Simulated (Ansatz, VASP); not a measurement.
BAs in VASP and in Ansatz

The input INCAR:

```
SYSTEM = BAs
ALGO = Fast
EDIFF = 1E-7
ENCUT = 520
GGA = PE
ISIF = 2
ISMEAR = 0
LASPH = .TRUE.
LCHARG = .FALSE.
LREAL = .FALSE.
LWAVE = .FALSE.
NBANDS = 11
NELM = 60
PREC = Accurate
SIGMA = 0.1
```

KPOINTS

```
k-points
0
G
  6 6 6
  0 0 0
```

Contents of POSCAR:

```
BAs
1.0
    0.0000000000      2.4096270000      2.4096270000
    2.4096270000      0.0000000000      2.4096270000
    2.4096270000      2.4096270000      0.0000000000
B As
1 1
Direct
    0.2500000000      0.2500000000      0.2500000000
    0.0000000000      0.0000000000      0.0000000000
```

Input for Ansatz:

```yaml
crystal:
  lattice:
    - [0.0, 2.409627, 2.409627]
    - [2.409627, 0.0, 2.409627]
    - [2.409627, 2.409627, 0.0]
  atoms:
    - { symbol: B, position: [0.25, 0.25, 0.25] }
    - { symbol: As, position: [0.0, 0.0, 0.0] }
basis:
  ecutwfc: 420
kpoints:
  mp_grid: { grid: [6, 6, 6] }
hamiltonian:
  xc: pbe
scf:
  occupations: { method: gaussian, width: 0.1 }
output:
  forces: true
  stress: true
  eigenvalues: true
```

The cell is a database's computed one.

Alike in both runs: task single point; functional PBE; k mesh 6 × 6 × 6; occupations gaussian, width 0.1 eV; no spin polarisation.

|  | VASP | Ansatz |
| --- | --- | --- |
| version | VASP 6.6.1 | Ansatz 0.2.0 |
| potentials or method | VASP PAW PBE potentials, release 64 (B, As) | scalar-relativistic, plane waves, PAW |
| plane-wave cutoff (eV) | 520 | 420 |
| valence electrons in the cell | 8 | 18 |

Ansatz gave:

| Property | Result |
| --- | --- |
| gap on the k mesh at the Fermi level (eV) | 1.30 |
| least direct gap on the mesh (eV) | 3.25 |
| pressure (GPa) | -0.8 |

Problem. What did VASP give for the same quantities?

Solution. gap on the k mesh at the Fermi level (eV): 1.29; least direct gap on the mesh (eV): 3.24; pressure (GPa): -0.2.

The two sets of potentials don't hold the same shells in valence.

A k mesh can miss the band edges.
